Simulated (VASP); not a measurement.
# TePb (Fm-3m) in VASP: notebook, part 2 of 2

VASP 6.6.1. Earlier steps stand in the parts before.

## Step 4: Single point, PBE

This run uses another cell than the first one, of 33.73 Å³/atom, 1.250 times its volume.

Contents of INCAR:

```
SYSTEM = TePb
ALGO     = Normal         ! electronic algorithm
EDIFF    = 1E-7           ! SCF threshold, eV
ENCUT    = 520            ! plane-wave cutoff, eV
GGA      = PE             ! functional
ISIF     = 2              ! what is computed and relaxed
ISMEAR   = 0              ! smearing method
LASPH    = .TRUE.         ! aspherical terms in the spheres
LCHARG   = .FALSE.        ! write CHGCAR
LREAL    = .FALSE.        ! projectors in reciprocal space
LWAVE    = .FALSE.        ! write WAVECAR
NBANDS   = 17             ! bands
NELM     = 100            ! most SCF steps
PREC     = Accurate       ! precision mode
SIGMA    = 0.024          ! smearing width, eV
```

Contents of KPOINTS:

```
k-points
0
G
  7 7 7
  0 0 0
```

Contents of POSCAR:

```
TePb
1.0
    0.0000000000      3.2310000000      3.2310000000
    3.2310000000      0.0000000000      3.2310000000
    3.2310000000      3.2310000000      0.0000000000
Pb Te
1 1
Direct
    0.0000000000      0.0000000000      0.0000000000
    0.5000000000      0.5000000000      0.5000000000
```

On the command line:

```sh
cat potpaw_PBE.64/Pb_d/POTCAR potpaw_PBE.64/Te/POTCAR > POTCAR
mpirun -np 1 vasp_std > vasp.out
```

Run time: 26 s. Hardware: 1 thread of Intel Xeon Platinum 8259CL at 2.50GHz (Skylake/Cascade Lake), shared host; peak memory 0.2 GiB.

It converged, with:

* Free energy: -7.5026 eV
* Pressure: 2.1 GPa

Levels at points of the mesh, in eV from the Fermi level:
| k point | band 6 | band 7 | band 8 | band 9 | band 10 | band 11 | band 12 | band 13 | band 14 | band 15 |
| --- | --- | --- | --- | --- | --- | --- | --- | --- | --- | --- |
| (0.00, 0.00, 0.00) | -12.07 | -5.65 | -1.40 | -1.40 | -1.40 | 4.03 | 4.03 | 4.03 | 5.74 | 5.74 |

Caveat: this odd mesh misses L, where the gap lies, so gap, dielectric constants and Born charges aren't listed. The run has no spin-orbit coupling, so splittings on Pb, Te are missing.

## Step 5: Single point, PBE+D3(BJ)

This run uses another cell than the first one, of 33.73 Å³/atom, 1.250 times its volume.

Contents of INCAR:

```
PREC = Accurate ; ENCUT = 520
EDIFF = 1E-7 ; ISMEAR = 0
SIGMA = 0.01 ; LREAL = F
LASPH = T ; NELM = 100
ALGO = Fast ; ISIF = 2
LWAVE = F ; LCHARG = F
GGA = PE ; IVDW = 12
NBANDS = 17
```

Contents of KPOINTS:

```
regular mesh
0
Gamma
  5 5 5
```

Contents of POSCAR:

```
TePb
1.0
   -0.0088840000      3.2423960000      3.2133790000
    3.1796160000     -0.0016660000      3.2061600000
    3.2191500000      3.2747120000     -0.0412000000
Pb Te
1 1
Direct
    0.0008075675     -0.0008841203     -0.0001847266
    0.4980353305      0.5012854260      0.5009357702
```

Potentials or basis: VASP PAW PBE potentials, release 64 (Pb_d, Te).

On the command line:

```sh
cat potpaw_PBE.64/Pb_d/POTCAR potpaw_PBE.64/Te/POTCAR > POTCAR
mpirun -np 1 vasp_std > vasp.out
```

OUTCAR:

```text
PREC = Accurate
   ENCUT = 520
   EDIFF = 1E-7
   ISMEAR = 0
   LREAL = F
   LASPH = T
   NELM = 100
   ISIF = 2
   GGA = PE
   IVDW = 12
 IVDW          = 12

 ion  position               nearest neighbor table
   1  0.001  0.999  1.000-   2 3.19   2 3.21   2 3.23   2 3.23   2 3.25   2 3.26
   2  0.498  0.501  0.501-   1 3.19   1 3.21   1 3.23   1 3.23   1 3.25   1 3.26

  LATTYP: Found a triclinic cell.
 ALAT       =     4.5840519517
 B/A-ratio  =     1.3978694624
 C/A-ratio  =     0.9958388527
 COS(alpha) =     0.0038675966
 COS(beta)  =     0.4961314540
 COS(gamma) =     0.7095581728

  Lattice vectors:

 A1 = (   3.2280340000,   0.0323160000,  -3.2545790000)
 A2 = (   6.4076500000,   0.0306500000,  -0.0484190000)
 A3 = (   0.0088840000,  -3.2423960000,  -3.2133790000)

Analysis of symmetry for initial positions (statically):
=====================================================================
 Subroutine PRICEL returns:
 Original cell was already a primitive cell.

 Routine SETGRP: Setting up the symmetry group for a
 triclinic supercell.
[... 166 lines left out ...]
  free energy    TOTEN  =        -7.49762799 eV

  energy without entropy =       -7.49762799  energy(sigma->0) =       -7.49762799

 E-fermi :   5.6883     XC(G=0):  -9.3014

 val. band max:        5.5624822974   @ k =  -0.2000   0.0000   0.2000
 cond. band min:       6.6153323094   @ k =   0.4000   0.4000   0.4000
 fundamental gap:      1.0528500120
 Fermi energy:         5.6883002900

 k-point     1 :       0.0000    0.0000    0.0000
  band No.  band energies     occupation
      1     -11.1033      2.00000
      2     -11.0975      2.00000
      3     -11.0924      2.00000
      4     -11.0903      2.00000
      5     -11.0877      2.00000
      6      -6.3959      2.00000
[... 457 lines left out ...]
      4     -11.0744      2.00000
      5     -11.0702      2.00000
      6      -5.2387      2.00000
[... 9 lines left out ...]
     16      15.1132      0.00000
     17      15.7081      0.00000

 [... further k-points ...]

------------------------ aborting loop because EDIFF is reached ----------------------------------------

 Edisp (eV)   -0.80465

 E8    (eV) :    -0.3898

  FORCE on cell =-STRESS in cart. coord.  units (eV):
  Direction    XX          YY          ZZ          XY          YZ          ZX
  --------------------------------------------------------------------------------------
  -------------------------------------------------------------------------------------
  Total       0.50704    -0.38795     0.05744    -0.05724     0.06307     0.08901
  in kB      12.04228    -9.21405     1.36411    -1.35949     1.49792     2.11394
  external pressure =        1.40 kB  Pullay stress =        0.00 kB

 VOLUME and BASIS-vectors are now :
 -----------------------------------------------------------------------------
  energy-cutoff  :      520.00
  volume of cell :       67.46
      direct lattice vectors                 reciprocal lattice vectors
    -0.008884000  3.242396000  3.213379000    -0.155637649  0.154939866  0.154429625
     3.179616000 -0.001666000  3.206160000     0.157969364 -0.153337011  0.155158390
     3.219150000  3.274712000 -0.041200000     0.154182128  0.151881491 -0.152826724

 POSITION                                       TOTAL-FORCE (eV/Angst)
 -----------------------------------------------------------------------------------
      6.39535      3.27506      3.16473         0.006677     -0.000657     -0.000334
      3.20206      3.25441      3.18694        -0.006677      0.000657      0.000334
 -----------------------------------------------------------------------------------
    total drift:                                0.000031     -0.000063      0.000011

  FREE ENERGIE OF THE ION-ELECTRON SYSTEM (eV)
  ---------------------------------------------------
  free  energy   TOTEN  =        -8.3022809851 eV

  energy  without entropy=       -8.3022809851  energy(sigma->0) =       -8.30228099
```

OSZICAR:

```text
N       E                     dE             d eps       ncg     rms          rms(c)
DAV:   1     0.151352322286E+03    0.15135E+03   -0.91627E+03  2142   0.113E+03
DAV:   2     0.278000642644E+01   -0.14857E+03   -0.14401E+03  2282   0.295E+02
DAV:   3    -0.734159361865E+01   -0.10122E+02   -0.10072E+02  2822   0.831E+01
DAV:   4    -0.761038651271E+01   -0.26879E+00   -0.26862E+00  2735   0.153E+01
DAV:   5    -0.761969232373E+01   -0.93058E-02   -0.93055E-02  3062   0.247E+00    0.341E+00
RMM:   6    -0.749967224684E+01    0.12002E+00   -0.12455E-01  2438   0.233E+00    0.211E+00
RMM:   7    -0.749684255959E+01    0.28297E-02   -0.73426E-02  2620   0.136E+00    0.855E-01
RMM:   8    -0.749755530623E+01   -0.71275E-03   -0.75728E-03  2731   0.129E+00    0.857E-02
RMM:   9    -0.749759052918E+01   -0.35223E-04   -0.25457E-03  2825   0.429E-01    0.753E-02
RMM:  10    -0.749761748206E+01   -0.26953E-04   -0.53765E-04  3159   0.233E-01    0.422E-02
RMM:  11    -0.749762656708E+01   -0.90850E-05   -0.85731E-05  3289   0.855E-02    0.148E-02
RMM:  12    -0.749762744623E+01   -0.87916E-06   -0.16510E-05  2910   0.467E-02    0.357E-03
RMM:  13    -0.749762801260E+01   -0.56637E-06   -0.59519E-06  3210   0.201E-02    0.345E-03
RMM:  14    -0.749762798756E+01    0.25044E-07   -0.86851E-07  2676   0.115E-02
   1 F= -.83022810E+01 E0= -.83022810E+01  d E =-.160695E-72
```

stdout:

```text
POSCAR found type information on POSCAR PbTe
 POSCAR found :  2 types and       2 ions
 scaLAPACK will be used
 LDA part: xc-table for (Slater+PW92), standard interpolation
 POSCAR, INCAR and KPOINTS ok, starting setup
 FFT: planning ... GRIDC
 FFT: planning ... GRID_SOFT
 FFT: planning ... GRID
 WAVECAR not read
 entering main loop
```

Wall time 33 s (1 thread of Intel Xeon 6975P-C (Granite Rapids), shared host); peak memory 0.26 GiB.

What came out:

```yaml
Free_energy: -8.3023 eV
Pressure: 0.1 GPa
Largest_force: 0.007 eV/Å
Band_gap_on_the_k_mesh: 1.05 eV, indirect (least direct gap 1.17 eV)
Dispersion_energy_per_atom: -0.402 eV
```

Forces in eV/Å, atoms in the order of the input:
```
Pb   0.007 -0.001  0.000
Te  -0.007  0.001  0.000
```

Stress tensor (GPa, compression positive):
```
 1.20 -0.14  0.21
-0.14 -0.92  0.15
 0.21  0.15  0.14
```

Caveat: spin-orbit coupling is left out, which as a rule narrows the gap of such compounds by several tenths of an eV; an odd mesh through Γ misses points on the zone boundary, where band edges often lie.

## Step 6: Summary

| task | level | cell | k mesh | cutoff (eV) | smearing | pressure (GPa) |
| --- | --- | --- | --- | --- | --- | --- |
| single point | RPBE+D3(BJ) | Fm-3m, 26.98 Å³/atom | 7 × 7 × 7 | 520 | fermi-dirac 0.05 eV | -0.1 |
| relaxation of cell and atoms | RPBE+D3(BJ) | relaxed | 7 × 7 × 7 | 600 | fermi-dirac 0.05 eV | 0.0 |
| single point | PBE | Fm-3m, 33.73 Å³/atom | 7 × 7 × 7 | 520 | gaussian 0.024 eV | 2.1 |
| single point | PBE+D3(BJ) | P1, 33.73 Å³/atom | 5 × 5 × 5 | 520 | gaussian 0.01 eV | 0.1 |

Alike in all rows: potentials or basis VASP PAW PBE potentials, release 64 (Pb_d, Te); no spin polarisation.

The pressure there spans -0.1 GPa (RPBE+D3(BJ)) to 2.1 GPa (PBE); a positive pressure means that this level wants a larger cell, a negative one a smaller.

Caveats: the PAW data sets were made with another functional, which shifts forces and pressure a little (some runs); the volume moved by over 15 % at a fixed basis, so the end points are rough (some runs); the volume moved by -20 % from the deposited cell, more than functionals usually miss (some runs); spin-orbit coupling is left out, which as a rule narrows the gap of such compounds by several tenths of an eV (some runs); an odd mesh through Γ misses points on the zone boundary, where band edges often lie (some runs).

Total energies depend on the potentials used, so only differences within one code and one set of settings carry meaning.
